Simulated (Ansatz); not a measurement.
# Relaxing Rh

Level of theory: DFT PBE, scalar-relativistic, plane waves, PAW in Ansatz 0.2.0. Run with 420 eV cutoff, 21×21×12 k-mesh, Gaussian smearing of 0.10 eV, no spin polarisation.

What was changed: uniaxial strain along c, with a, b and atoms relaxed: -2.0 %.

Command:

```bash
ansatz run input.yaml --threads 1 --pin off --max-ram 1331MiB --backend cpu --events-out ev --progress --plain --runs-dir out
```

Input:

```yaml
crystal:
  lattice:
    - [2.738413069, 0.0, 0.0]
    - [-1.3692065345, 2.3715352838, 0.0]
    - [0.0, 0.0, 4.2971458423]
  atoms:
    - { symbol: Rh, position: [0.6666666667, 0.3333333333, 0.75] }
    - { symbol: Rh, position: [0.3333333333, 0.6666666667, 0.25] }
basis:
  ecutwfc: 420
kpoints:
  mp_grid: { grid: [21, 21, 12] }
hamiltonian:
  xc: pbe
scf:
  occupations: { method: gaussian, width: 0.1 }
output:
  forces: true
  stress: true
  eigenvalues: true
relax:
  adjacent_minimum: "off"
  f_tol: 0.008
  max_steps: 40
  cell: { stress_tol: 0.015, fix: [c, angles] }
```

F is the free energy. Steps run on the plane waves of an earlier cell, but the last one, and at times one on the way, on a freshly chosen basis, so a repeated geometry can differ a little in energy. The held parts of the cell keep their stress, so P needn't end at zero.

Steps:

```tsv
step	F − F(1) (eV)	largest force component (eV/Å)	V (Å³/atom)	P (GPa)
1	0.0000	0.000	13.953	3.06
2	0.0000	0.000	13.999	2.23
3	-0.0001	0.000	13.980	2.58
4	-0.0001	0.000	13.980	2.58
```

Relaxed structure:

```cif
data_structure
_symmetry_space_group_name_H-M 'P 1'
_symmetry_Int_Tables_number 1
_cell_length_a 2.7410
_cell_length_b 2.7410
_cell_length_c 4.2971
_cell_angle_alpha 90.000
_cell_angle_beta 90.000
_cell_angle_gamma 120.000
_cell_volume 27.96
loop_
_atom_site_label
_atom_site_type_symbol
_atom_site_fract_x
_atom_site_fract_y
_atom_site_fract_z
_atom_site_occupancy
Rh1 Rh 0.66667 0.33333 0.75000 1
Rh2 Rh 0.33333 0.66667 0.25000 1
```

The structure is hexagonal, space group P6_3/mmc (No. 194). Conventional cell: a = 2.741 Å, b = 2.741 Å, c = 4.297 Å, α = 90.00°, β = 90.00°, γ = 120.00°. Rh (site symmetry -6m2) is surrounded by 12 Rh at 2.67 to 2.74 Å.

The run converged. Time: 3.1 min on 1 thread of Arm Neoverse N1, with other jobs on the host, peak memory 0.65 GiB.